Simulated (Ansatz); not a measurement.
Method: Ansatz 0.2.0, DFT PBE, scalar-relativistic, plane waves, PAW. All cells share a 420 eV cutoff and Γ-centred k meshes spaced at most about 0.3 Å⁻¹ (about 0.25 or finer for metals, 2π included). No spin polarisation in the final relaxations.

Temperature and zero-point effects are left out.

Two forms of SnGe₅ were relaxed alike.

A.

```cif
data_structure
_symmetry_space_group_name_H-M 'P4/mmm'
_symmetry_Int_Tables_number 123
_cell_length_a 3.4013
_cell_length_b 3.4013
_cell_length_c 10.6719
_cell_angle_alpha 90.000
_cell_angle_beta 90.000
_cell_angle_gamma 90.000
_cell_volume 123.46
loop_
_atom_site_label
_atom_site_type_symbol
_atom_site_symmetry_multiplicity
_atom_site_Wyckoff_symbol
_atom_site_fract_x
_atom_site_fract_y
_atom_site_fract_z
_atom_site_occupancy
Sn1 Sn 1 d 0.50000 0.50000 0.50000 1
Ge1 Ge 2 g 0.00000 0.00000 0.69628 1
Ge2 Ge 2 h 0.50000 0.50000 0.83940 1
Ge3 Ge 1 a 0.00000 0.00000 0.00000 1
```

B.

```cif
data_structure
_symmetry_space_group_name_H-M 'P-3m1'
_symmetry_Int_Tables_number 164
_cell_length_a 3.1530
_cell_length_b 3.1530
_cell_length_c 14.7225
_cell_angle_alpha 90.000
_cell_angle_beta 90.000
_cell_angle_gamma 120.000
_cell_volume 126.76
loop_
_atom_site_label
_atom_site_type_symbol
_atom_site_symmetry_multiplicity
_atom_site_Wyckoff_symbol
_atom_site_fract_x
_atom_site_fract_y
_atom_site_fract_z
_atom_site_occupancy
Sn1 Sn 1 b 0.00000 0.00000 0.50000 1
Ge1 Ge 2 d 0.66667 0.33333 0.68658 1
Ge2 Ge 2 d 0.66667 0.33333 0.16232 1
Ge3 Ge 1 a 0.00000 0.00000 0.00000 1
```

Question: Which form is favoured at zero pressure, and by what margin per atom?

Answer: A is lower, by 14 meV/atom. A has space group P4/mmm (No. 123), 20.6 Å³/atom and no gap on its mesh; B has Sn and Ge ordered on fcc sites, space group P-3m1 (No. 164), 21.1 Å³/atom and no gap. Counting Ge atoms around Sn (those within 1.25 times the shortest such distance or 1.15 times the sum of covalent radii; a plus sign parts nearer from farther groups; the shortest distance is added where it is long for a bond), A has Sn 8+2 from 3.2 Å and B has Sn 6 from 3.3 Å. Even the lower one lies +0.29 eV/atom against the reference forms of the elements (uncorrected), so neither is stable at this level. Both come from invented guesses. A third cell relaxed alike, in Pmmm, lies 10 meV/atom below the lower of the two.

The k mesh leaves some 4 meV/atom of noise in the energy of each metallic cell. Cells relaxed within their symmetry can be saddle points.

Form A is preferred over B only modestly, and the Pmmm cell lies lower still, so A is not the ground state even among the cells computed. The smaller Ge count around Sn in B does not mean looser packing: each Sn there also has six in-plane Sn neighbours at 3.1530 Å, closer than its Ge neighbours. The Ge-rich layers hold the large Sn atoms together in the plane, and the strain can relax only along c. In A the Sn–Sn contacts are longer, at 3.4013 Å, which probably contributes to its lower energy.

The cost of +0.29 eV/atom relative to the elements probably reflects the packing more than any Sn–Ge repulsion. Group 14 atoms at low pressure favour four directional sp³ bonds, which open a bonding–antibonding gap in Ge; dense packing gives these up for delocalised metallic bonding. Since A is also the denser form, moderate compression should widen its lead over B. The result says nothing about diamond-type Ge–Sn alloys, where tetrahedral bonding survives and size mismatch is the main penalty.
